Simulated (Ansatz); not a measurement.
# WS2: the cost of one run

Method: DFT LDA, scalar-relativistic, plane waves, PAW, in Ansatz 0.2.0.

The COD entry's cell or inner coordinates are ideal or old and differ from later refinements, so a difference from it is no clean test against experiment.

### Step 1. The system as given

It takes space group P6_3/mmc (No. 194, hexagonal). Conventional cell: a = 3.180 Å, b = 3.180 Å, c = 12.500 Å, α = 90.00°, β = 90.00°, γ = 120.00°. W (site symmetry -6m2) is surrounded by 6 S at 2.41 Å. Around S (site symmetry 3m) lie 3 W at 2.41 Å.

Structure file:

```cif
data_structure
_symmetry_space_group_name_H-M 'P6_3/mmc'
_symmetry_Int_Tables_number 194
_cell_length_a 3.1800
_cell_length_b 3.1800
_cell_length_c 12.5000
_cell_angle_alpha 90.000
_cell_angle_beta 90.000
_cell_angle_gamma 120.000
_cell_volume 109.47
loop_
_atom_site_label
_atom_site_type_symbol
_atom_site_symmetry_multiplicity
_atom_site_Wyckoff_symbol
_atom_site_fract_x
_atom_site_fract_y
_atom_site_fract_z
_atom_site_occupancy
W1 W 2 c 0.33333 0.66667 0.25000 1
S1 S 4 f 0.33333 0.66667 0.62500 1
```

The structure rests on an entry of the Crystallography Open Database; cell or positions may have been set otherwise for this series.

### Step 2. Relaxing cell and atoms: WS2, no spin

File input.yaml:

```yaml
crystal:
  lattice:
    - [3.18, 0.0, 0.0]
    - [-1.59, 2.753960784, 0.0]
    - [0.0, 0.0, 12.5]
  atoms:
    - { symbol: W, position: [0.3333333333, 0.6666666667, 0.25] }
    - { symbol: W, position: [0.6666666667, 0.3333333333, 0.75] }
    - { symbol: S, position: [0.3333333333, 0.6666666667, 0.625] }
    - { symbol: S, position: [0.6666666667, 0.3333333333, 0.125] }
    - { symbol: S, position: [0.3333333333, 0.6666666667, 0.875] }
    - { symbol: S, position: [0.6666666667, 0.3333333333, 0.375] }
scf:
  occupations: { method: fixed }
output:
  forces: true
  stress: true
  eigenvalues: true
  write_density: true
  write_potential: true
  elf: true
  volumetric_format: npy
hamiltonian:
  xc: lda
relax:
  f_tol: 0.001
  max_steps: 60
  cell: { stress_tol: 0.03 }
kpoints:
  mp_grid: { grid: [12, 12, 3] }
```

Launch:

```sh
$ ansatz run input.yaml --threads 16 --pin off --max-ram 24576MiB --backend cpu --events-out ev --progress --plain --runs-dir out
```

Q: Estimate wall time and peak memory on 16 threads of Arm Neoverse N1, shared host.

About 9.9 s, with a peak of 0.73 GiB.
